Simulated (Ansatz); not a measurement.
**Calculated core-level photoemission for Be₂C**

Cell: an entry of the Crystallography Open Database (COD), its atoms then relaxed with PBE in this cell, repeated to a supercell; a hole's nearest image is 6.1 Å away.

Space group Fm-3m (No. 225); a = 4.3300 Å.

| site | Wyckoff | site symmetry | x | y | z |
| --- | --- | --- | --- | --- | --- |
| Be1 | 8c | -43m | 0.2500 | 0.2500 | 0.2500 |
| C17 | 4a | m-3m | 0.0000 | 0.0000 | 0.0000 |

One atom of each set is listed; the run and its k-mesh use a cell of 24 atoms with edges of 6.12, 6.12, 6.12 Å.

All values are calculated (Ansatz; DFT, PBE, plane waves and PAW, scalar-relativistic, 420 eV cutoff, Γ-centred 4×4×4 k-points, fixed occupations), not measured.

Each value is a total-energy difference between the cell with one core hole and the ground state (ΔSCF), counted from the top of the valence band. The valence electrons get no spin in the cell with the hole, so they can't polarise against the unpaired core electron; that puts absolute values high, by some tenths of an eV and in some cases by about 1 eV. The periodic images are corrected with the calculated ε∞ = 6.97.

Task: Give the C 1s lines of each distinct site.

Result: 

```json
{"line": "C 1s", "atom": "17", "first shell": "8 Be at 1.87 Å", "E_B (eV)": "282.4"}
```

The program doubts some values: the cell is too small to check the potential alignment. Absolute PBE values can be off by an eV or more. Multiplets, satellites and widths aren't calculated.
